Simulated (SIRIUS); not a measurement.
# Pb (Fm-3m) in SIRIUS: convergence with k mesh

Aim: find how far k mesh must go before the results for Pb settle, at PBE. This setting moves, with any that are tied to it; all else stays.

All numbers are computed with SIRIUS 7.10.0; they aren't measurements. Logs are shortened: lines on timing, memory, paths and dates and some standing lists are left out, and cuts for length are marked. The log counts tension as positive stress, the text compression.

## 1. Starting point

Symmetry: Fm-3m, No. 225, cubic system. The conventional cell has a = 4.950 Å, b = 4.950 Å, c = 4.950 Å, α = 90.00°, β = 90.00°, γ = 90.00°. Pb (site symmetry m-3m) has 12 Pb at 3.50 Å as nearest neighbours.

## 2. With k mesh 3 × 3 × 3

sirius.json

```json
{
  "control": {
    "processing_unit": "cpu",
    "verbosity": 2,
    "num_bands_to_print": 14,
    "print_forces": true,
    "print_stress": true
  },
  "parameters": {
    "electronic_structure_method": "pseudopotential",
    "xc_functionals": ["XC_GGA_X_PBE", "XC_GGA_C_PBE"],
    "gk_cutoff": 6.4,
    "pw_cutoff": 20.0,
    "ngridk": [3, 3, 3],
    "shiftk": [0, 0, 0],
    "smearing": "fermi_dirac",
    "smearing_width": 0.0018374661,
    "num_bands": 14,
    "num_mag_dims": 0,
    "num_dft_iter": 100,
    "energy_tol": 1e-08,
    "density_tol": 1e-06
  },
  "iterative_solver": {
    "type": "davidson",
    "min_tolerance": 1e-10
  },
  "mixer": {
    "type": "anderson",
    "beta": 0.7,
    "max_history": 8
  },
  "settings": {
    "tol_ne": 1e-10
  },
  "unit_cell": {
    "lattice_vectors": [
      [0.0, 4.677109952971, 4.677109952971],
      [4.677109952971, 0.0, 4.677109952971],
      [4.677109952971, 4.677109952971, 0.0]
    ],
    "atom_coordinate_units": "lattice",
    "atom_types": ["Pb"],
    "atom_files": {
      "Pb": "Pb.json"
    },
    "atoms": {
      "Pb": [
        [0.0, 0.0, 0.0]
      ]
    }
  }
}
```

Potentials or basis: GBRV 1.5 PBE (ultrasoft).

On the command line:

```console
$ upf_to_json pb_pbe_v1.uspp.F.UPF
$ OMP_NUM_THREADS=1 sirius.scf --input=sirius.json --output=out.json --task=0
```

The program printed:

```text
[info] SIRIUS version : 7.10.0
[info] number of MPI ranks           : 1
[info] MPI grid                      : 1 1
[info] maximum number of OMP threads : 1
[fft] FFT context for density and potential
[fft] =====================================
[fft]   comm size                             : 1
[fft]   plane wave cutoff                     : 20
[fft]   grid size                             : 45 45 45   total : 91125
[fft]   grid limits                           : -22 22   -22 22   -22 22
[fft]   number of G-vectors within the cutoff : 13791
[fft]   local number of G-vectors             : 13791
[fft]   number of G-shells                    : 755
[fft] FFT context for coarse grid
[fft] =====================================
[fft]   comm size                             : 1
[fft]   plane wave cutoff                     : 12.8
[fft]   grid size                             : 30 30 30   total : 27000
[fft]   grid limits                           : -14 15   -14 15   -14 15
[fft]   number of G-vectors within the cutoff : 3672
[fft]   local number of G-vectors             : 3672
[fft]   number of G-shells                    : 232
[unit cell] lattice vectors
[unit cell]   a1 :       0.0000000000      4.6771099530      4.6771099530
[unit cell]   a2 :       4.6771099530      0.0000000000      4.6771099530
[unit cell]   a3 :       4.6771099530      4.6771099530      0.0000000000
[unit cell] reciprocal lattice vectors
[unit cell]   b1 :      -0.6716952745      0.6716952745      0.6716952745
[unit cell]   b2 :       0.6716952745     -0.6716952745      0.6716952745
[unit cell]   b3 :       0.6716952745      0.6716952745     -0.6716952745
[unit cell] unit cell volume :       204.62690469 [a.u.^3]
[unit cell] 1/sqrt(omega)    :         0.06990667
[unit cell] MT volume        :         0.00000000 ( 0.00%)
[unit cell] IT volume        :       204.62690469 (100.00%)
[unit cell] number of atom types : 1
[unit cell] type id : 0 symbol : Pb mt_radius : 154.977625 num_atoms : 1
[unit cell] total number of atoms : 1
[unit cell] number of symmetry classes : 1
[unit cell] number of PAW atoms : 0
[unit cell] atom id  type id  class id             position                      vector_field
[unit cell] ------------------------------------------------------------------------------------------
[unit cell]      0        0        0      0.00000   0.00000   0.00000      0.00000   0.00000   0.00000
[unit cell] atom id         position (Cartesian, a.u.)
[unit cell] ---------------------------------------------
[unit cell]      0       0.000000    0.000000    0.000000
[unit cell] class id : 0 atom id : 0
[unit cell] minimum bond length:     6.614432
[unit cell] total number of pseudo wave-functions: 9
[sym] space group number   : 225
[sym] international symbol : Fm-3m
[sym] Hall symbol          : -F 4 2 3
[sym] space group transformation matrix :
[sym]   0.0000  0.5000  0.5000
[sym]   0.5000  0.0000  0.5000
[sym]   0.5000  0.5000  0.0000
[sym] space group origin shift :
[sym]   0.0000  0.0000  0.0000
[sym] number of space group operations  : 48
[... 297 lines left out ...]
[diagonalize] average number of iterations: 1.75
[find] Total energy                   :     -82.06696223 (Ha),    -164.13392446 (Ry)
[find] Free energy (E-TS)             :     -82.06850682 (Ha),    -164.13701364 (Ry)
[find] band gap (eV)                  :       0.00000000
[find] Efermi                         :       0.35933725
[find] iteration : 17, RMS : 9.058340328273e-07, energy difference : -4.020961341666e-10
[find] Hartree energy of density residual : 7.401631137641e-11
[find] bands are converged : true
[find] iterative solver converged : false
[find] +------------------------------+
[find] | SCF iteration  18 out of 100|
[find] +------------------------------+
[diagonalize] iterative solver tolerance (occupied, empty): 1.06108e-10 1.06108e-10
[diagonalize] average number of iterations: 2.5
[diagonalize] Lowest band energies
[diagonalize] ik:    0   -0.215677   -0.215677   -0.215677   -0.210372   -0.210372   -0.018327    0.686127    0.686127    0.686127    0.706799    0.774301    0.830649    0.872861    0.872861
[diagonalize] ik:    1   -0.216286   -0.214623   -0.214623   -0.207492   -0.207492    0.058386    0.357458    0.632711    0.632711    0.706743    0.743305    0.803011    0.844938    0.844938
[diagonalize] ik:    2   -0.220148   -0.215957   -0.207373   -0.207373   -0.207002    0.084226    0.412618    0.521511    0.521511    0.646066    0.673721    0.707841    1.078804    1.078804
[diagonalize] ik:    3   -0.217595   -0.211797   -0.210209   -0.209200   -0.207052    0.149808    0.347288    0.357208    0.548256    0.667963    0.707818    0.920564    0.980616    0.983006
[find] Charges and magnetic moments
[find] --------------------------------------------------------------------------------
[find] total charge          : 14.000000
[find] Energy
[find] --------------------------------------------------------------------------------
[find] valence_eval_sum               :      -1.20668298
[find] <rho|V^{XC}>                   :     -11.94973472
[find] <rho|E^{XC}>                   :     -31.69624913
[find] <mag|B^{XC}>                   :       0.00000000
[find] <rho|V^{H}>                    :      26.16044224
[find] one-electron contribution      :     -15.41739049 (Ha),     -30.83478098 (Ry)
[find] hartree contribution           :      13.08022112
[find] xc contribution                :     -31.69624913
[find] ewald contribution             :     -48.03356002
[find] PAW contribution               :       0.00000000
[find] smearing (-TS)                 :      -0.00154459
[find] SCF correction                 :       0.00001629
[find] Total energy                   :     -82.06696223 (Ha),    -164.13392446 (Ry)
[find] Free energy (E-TS)             :     -82.06850682 (Ha),    -164.13701364 (Ry)
[find] band gap (eV)                  :       0.00000000
[find] Efermi                         :       0.35933705
[find] iteration : 18, RMS : 5.656145534665e-07, energy difference : -1.043176212079e-09
[find] Hartree energy of density residual : 2.454178352171e-11
[find] bands are converged : true
[find] iterative solver converged : true
[find] converged after 19 SCF iterations!
[find] Charges and magnetic moments
[find] --------------------------------------------------------------------------------
[find] total charge          : 14.000000
[find] Energy
[find] --------------------------------------------------------------------------------
[find] valence_eval_sum               :      -1.20668298
[find] <rho|V^{XC}>                   :     -11.94973472
[find] <rho|E^{XC}>                   :     -31.69624913
[find] <mag|B^{XC}>                   :       0.00000000
[find] <rho|V^{H}>                    :      26.16044224
[find] one-electron contribution      :     -15.41739049 (Ha),     -30.83478098 (Ry)
[find] hartree contribution           :      13.08022112
[find] xc contribution                :     -31.69624913
[find] ewald contribution             :     -48.03356002
[find] PAW contribution               :       0.00000000
[find] smearing (-TS)                 :      -0.00154459
[find] SCF correction                 :       0.00001629
[find] Total energy                   :     -82.06696223 (Ha),    -164.13392446 (Ry)
[find] Free energy (E-TS)             :     -82.06850682 (Ha),    -164.13701364 (Ry)
[find] band gap (eV)                  :       0.00000000
[find] Efermi                         :       0.35933705
[ground_state] === stress tensor components [kbar] ===
[ground_state] === stress_kin ===
[ground_state] -12350.925875    0.000000    0.000000
[ground_state]     0.000000-12350.925875   -0.000000
[ground_state]     0.000000   -0.000000-12350.925875
[ground_state] === stress_har ===
[ground_state] -6268.861887    0.000000    0.000000
[ground_state]     0.000000-6268.861887   -0.000000
[ground_state]     0.000000   -0.000000-6268.861887
[ground_state] === stress_ewald ===
[ground_state] 23020.692921   -0.000000   -0.000000
[ground_state]    -0.00000023020.692921    0.000000
[ground_state]    -0.000000    0.00000023020.692921
[ground_state] === stress_vloc ===
[ground_state] -4152.358284    0.000000   -0.000000
[ground_state]     0.000000-4152.358284   -0.000000
[ground_state]    -0.000000   -0.000000-4152.358284
[ground_state] === stress_xc ===
[ground_state] -27998.318512    0.000000    0.000000
[ground_state]     0.000000-27998.318512   -0.000000
[ground_state]     0.000000   -0.000000-27998.318512
[ground_state] === stress_core ===
[ground_state] 34537.804946   -0.000000   -0.000000
[ground_state]    -0.00000034537.804946    0.000000
[ground_state]    -0.000000    0.00000034537.804946
[ground_state] === stress_nonloc ===
[ground_state]  -424.332654    0.000000    0.000000
[ground_state]     0.000000 -424.332654   -0.000000
[ground_state]     0.000000   -0.000000 -424.332654
[ground_state] === stress_us ===
[ground_state] -6376.129863    0.000000   -0.000000
[ground_state]     0.000000-6376.129863   -0.000000
[ground_state]    -0.000000   -0.000000-6376.129863
[ground_state] === stress_us_nl ===
[ground_state] -6800.462517    0.000000    0.000000
[ground_state]     0.000000-6800.462517   -0.000000
[ground_state]     0.000000   -0.000000-6800.462517
[ground_state] === stress_total ===
[ground_state]   -12.429208   -0.000000    0.000000
[ground_state]    -0.000000  -12.429208    0.000000
[ground_state]     0.000000    0.000000  -12.429208
[ground_state] ==== total Forces in Ha/bohr =====
[ground_state] atom:    0, force:       0.0000000      0.0000000      0.0000000
[ground_state] ==== ultrasoft contribution from Qij =====
[ground_state] atom:    0, force:       0.0000000      0.0000000      0.0000000
[ground_state] ==== non-local contribution from Beta-projector =====
[ground_state] atom:    0, force:       0.0000000      0.0000000      0.0000000
[ground_state] ==== contribution from local potential =====
[ground_state] atom:    0, force:       0.0000000      0.0000000      0.0000000
[ground_state] ==== contribution from core density =====
[ground_state] atom:    0, force:       0.0000000      0.0000000      0.0000000
[ground_state] ==== Ewald forces from ions =====
[ground_state] atom:    0, force:       0.0000000      0.0000000      0.0000000
[~DFT_ground_state] local op. applied: 2497
[~DFT_ground_state] evp. work count: 791.196
[~DFT_ground_state] number of iterative solver steps: 235
```

It took 6.1 s on 1 thread of Arm Neoverse V2, shared host; peak memory 0.2 GiB.

Results:

```
Free energy            : -2233.1978 eV
Pressure               : 1.2 GPa
Band gap on the k mesh : none (metal or under the smearing width)
```

## 3. With k mesh 5 × 5 × 5

Changes to sirius.json since step 2:

```diff
@@ -13,3 +13,3 @@
     "pw_cutoff": 20.0,
-    "ngridk": [3, 3, 3],
+    "ngridk": [5, 5, 5],
     "shiftk": [0, 0, 0],
```

Potentials or basis: GBRV 1.5 PBE (ultrasoft).

On the command line:

```console
$ upf_to_json pb_pbe_v1.uspp.F.UPF
$ OMP_NUM_THREADS=1 sirius.scf --input=sirius.json --output=out.json --task=0
```

Run time: 7.9 s. Hardware: 1 thread of Arm Neoverse V2, shared host; peak memory 0.21 GiB.

What came out:

```
Free energy            : -2233.4305 eV
Pressure               : 1.7 GPa
Band gap on the k mesh : none (metal or under the smearing width)
```

## 4. With k mesh 7 × 7 × 7

Changes to sirius.json since step 3:

```diff
@@ -13,3 +13,3 @@
     "pw_cutoff": 20.0,
-    "ngridk": [5, 5, 5],
+    "ngridk": [7, 7, 7],
     "shiftk": [0, 0, 0],
```

On the command line:

```console
$ upf_to_json pb_pbe_v1.uspp.F.UPF
$ OMP_NUM_THREADS=1 sirius.scf --input=sirius.json --output=out.json --task=0
```

Run time: 11 s. Hardware: 1 thread of Arm Neoverse V2, shared host; peak memory 0.22 GiB.

What came out:

```yaml
Free_energy: -2233.4714 eV
Pressure: 2.8 GPa
Band_gap_on_the_k_mesh: none (metal or under the smearing width)
```

## 5. With k mesh 8 × 8 × 8

Changes to sirius.json since step 4:

```diff
@@ -13,3 +13,3 @@
     "pw_cutoff": 20.0,
-    "ngridk": [7, 7, 7],
+    "ngridk": [8, 8, 8],
     "shiftk": [0, 0, 0],
@@ -37,6 +37,7 @@
     "lattice_vectors": [
-      [0.0, 4.677109952971, 4.677109952971],
-      [4.677109952971, 0.0, 4.677109952971],
-      [4.677109952971, 4.677109952971, 0.0]
+      [0.0, 0.707106781187, 0.707106781187],
+      [0.707106781187, 0.0, 0.707106781187],
+      [0.707106781187, 0.707106781187, 0.0]
     ],
+    "lattice_vectors_scale": 6.6144323282,
     "atom_coordinate_units": "lattice",
```

On the command line:

```console
$ upf_to_json pb_pbe_v1.uspp.F.UPF
$ OMP_NUM_THREADS=1 sirius.scf --input=sirius.json --output=out.json --task=0
```

It took 14 s on 1 thread of Arm Neoverse V2, shared host; peak memory 0.24 GiB.

It converged, with:

- Free energy: -2233.4749 eV
- Pressure: 2.4 GPa
- Band gap on the k mesh: none (metal or under the smearing width)

## 6. With k mesh 10 × 10 × 10

Changes to sirius.json since step 5:

```diff
@@ -13,3 +13,3 @@
     "pw_cutoff": 20.0,
-    "ngridk": [8, 8, 8],
+    "ngridk": [10, 10, 10],
     "shiftk": [0, 0, 0],
@@ -37,7 +37,6 @@
     "lattice_vectors": [
-      [0.0, 0.707106781187, 0.707106781187],
-      [0.707106781187, 0.0, 0.707106781187],
-      [0.707106781187, 0.707106781187, 0.0]
+      [0.0, 4.677109952971, 4.677109952971],
+      [4.677109952971, 0.0, 4.677109952971],
+      [4.677109952971, 4.677109952971, 0.0]
     ],
-    "lattice_vectors_scale": 6.6144323282,
     "atom_coordinate_units": "lattice",
```

Potentials or basis: GBRV 1.5 PBE (ultrasoft).

On the command line:

```console
$ upf_to_json pb_pbe_v1.uspp.F.UPF
$ OMP_NUM_THREADS=1 sirius.scf --input=sirius.json --output=out.json --task=0
```

It took 20 s on 1 thread of Arm Neoverse V2, shared host; peak memory 0.26 GiB.

The run converged. Its results:

* Free energy: -2233.4597 eV
* Pressure: 2.0 GPa
* Band gap on the k mesh: none (metal or under the smearing width)

## 7. With k mesh 12 × 12 × 12

Changes to sirius.json since step 6:

```diff
@@ -13,3 +13,3 @@
     "pw_cutoff": 20.0,
-    "ngridk": [10, 10, 10],
+    "ngridk": [12, 12, 12],
     "shiftk": [0, 0, 0],
```

On the command line:

```console
$ upf_to_json pb_pbe_v1.uspp.F.UPF
$ OMP_NUM_THREADS=1 sirius.scf --input=sirius.json --output=out.json --task=0
```

Wall time 28 s (1 thread of Arm Neoverse V2, shared host); peak memory 0.29 GiB.

It converged, with:

| Quantity | Value |
| --- | --- |
| Free energy | -2233.4486 eV |
| Pressure | 2.5 GPa |
| Band gap on the k mesh | none (metal or under the smearing width) |

## 8. With k mesh 15 × 15 × 15

Changes to sirius.json since step 7:

```diff
@@ -13,3 +13,3 @@
     "pw_cutoff": 20.0,
-    "ngridk": [12, 12, 12],
+    "ngridk": [15, 15, 15],
     "shiftk": [0, 0, 0],
```

On the command line:

```console
$ upf_to_json pb_pbe_v1.uspp.F.UPF
$ OMP_NUM_THREADS=1 sirius.scf --input=sirius.json --output=out.json --task=0
```

Run time: 43 s. Hardware: 1 thread of Arm Neoverse V2, shared host; peak memory 0.35 GiB.

It converged, with:

```
Free energy            : -2233.4625 eV
Pressure               : 2.2 GPa
Band gap on the k mesh : none (metal or under the smearing width)
```

## 9. With k mesh 18 × 18 × 18

Changes to sirius.json since step 8:

```diff
@@ -13,3 +13,3 @@
     "pw_cutoff": 20.0,
-    "ngridk": [15, 15, 15],
+    "ngridk": [18, 18, 18],
     "shiftk": [0, 0, 0],
@@ -37,6 +37,7 @@
     "lattice_vectors": [
-      [0.0, 4.677109952971, 4.677109952971],
-      [4.677109952971, 0.0, 4.677109952971],
-      [4.677109952971, 4.677109952971, 0.0]
+      [0.0, 0.707106781187, 0.707106781187],
+      [0.707106781187, 0.0, 0.707106781187],
+      [0.707106781187, 0.707106781187, 0.0]
     ],
+    "lattice_vectors_scale": 6.6144323282,
     "atom_coordinate_units": "lattice",
```

Potentials or basis: GBRV 1.5 PBE (ultrasoft).

On the command line:

```console
$ upf_to_json pb_pbe_v1.uspp.F.UPF
$ OMP_NUM_THREADS=1 sirius.scf --input=sirius.json --output=out.json --task=0
```

It took 67 s on 1 thread of Arm Neoverse V2, shared host; peak memory 0.45 GiB.

The run converged. Its results:

```
Free energy            : -2233.4581 eV
Pressure               : 2.2 GPa
Band gap on the k mesh : none (metal or under the smearing width)
```

## 10. The series at a glance

| k mesh | energy less the tightest run, at zero smearing (meV/atom) | pressure (GPa) | SCF cycles | CPU time (s) | peak memory (GiB) |
| --- | --- | --- | --- | --- | --- |
| 3 × 3 × 3 | 278.08 | 1.24 | 19 | 6.1 | 0.2 |
| 5 × 5 × 5 | 30.83 | 1.75 | 18 | 7.9 | 0.21 |
| 7 × 7 × 7 | -14.81 | 2.75 | 19 | 11 | 0.22 |
| 8 × 8 × 8 | -18.76 | 2.44 | 19 | 14 | 0.24 |
| 10 × 10 × 10 | -2.50 | 2.02 | 19 | 20 | 0.26 |
| 12 × 12 × 12 | 10.90 | 2.53 | 19 | 28 | 0.29 |
| 15 × 15 × 15 | -5.37 | 2.24 | 19 | 43 | 0.35 |
| 18 × 18 × 18 | 0.00 | 2.25 | 19 | 67 | 0.45 |

Against the tightest run, the pressure stays within 0.1 GPa from 15 × 15 × 15 on. Not settled before the last step: the energy (to 1 meV/atom). Meshes of other sizes hit other points, so gaps and Fermi surfaces needn't settle smoothly. The tightest run that finished is the yardstick and may itself not be fully converged.
